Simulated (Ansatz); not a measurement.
# Pb in Ansatz: the effect of functional

The system is Pb.

```
Pb
1.0
     3.50305    0.00000    0.00000
    -1.75152    3.03373    0.00000
     0.00000    0.00000    5.62702
Pb
2
Direct
  0.66667 0.33333 0.75000
  0.33333 0.66667 0.25000
```

This isn't the form of Pb at room conditions, which is fcc.

The cell isn't the ideal one: volume scaled by 1.02.

Alike in all runs:

```yaml
Program: Ansatz 0.2.0
Task: single point
Potentials_or_basis: Ansatz PAW
k_mesh: 9 × 9 × 5
Occupations: fermi-dirac, width 0.05 eV
Spin: no spin polarisation
```

```csv
functional,cutoff,pressure (GPa)
LDA,420 eV (not typed: the program's choice for these potentials),-1.4
PBEsol,420 eV (not typed: the program's choice for these potentials),0.1
r2SCAN,500 eV (not typed: the program's choice for these potentials),?
```

What does the run with functional r2SCAN give?

Pressure 1.8 GPa.

Caveats: the PAW data sets come from PBE, with cores solved anew for the run's functional, which leaves a small shift of forces and pressure.

Runs at the PBE level aren't shown here.
